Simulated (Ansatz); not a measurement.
Sc: all-electron results

```yaml
crystal:
  lattice:
    - [-1.91721, 1.91721, 1.71760]
    - [1.91721, -1.91721, 1.71760]
    - [1.91721, 1.91721, -1.71760]
  atoms:
    - { symbol: Sc, position: [0.00000, 0.00000, 0.00000] }
```

Structure from Materials Project entry mp-1056366 (possibly hypothetical), not relaxed further.

Spin polarisation is left out, and whether a magnetic state lies lower isn't shown here.

The calculation used DFT, LDA, all-electron LAPW, scalar-relativistic (Ansatz 0.2.0).

Numerical set-up: a Γ-centred 13×13×13 k mesh, Fermi–Dirac smearing of 0.03 eV, basis error target 1 meV/atom, no spin polarisation.

```
Density of states at the Fermi level (0.2 eV bin) : 2.80 states/eV per cell
Volume per atom                                   : 25.25 Å³
```

Band gap: what does the calculation give?

none: with an odd electron count and no spin polarisation the bands can't all be full, a metal in this set-up (spin order or a larger cell could open a gap).

Pressure at this cell: what does the calculation give?

-5.43 GPa.

Give the computed value. Stress xx, yy, zz (compression positive).

-5.54, -5.54, -5.20 GPa.
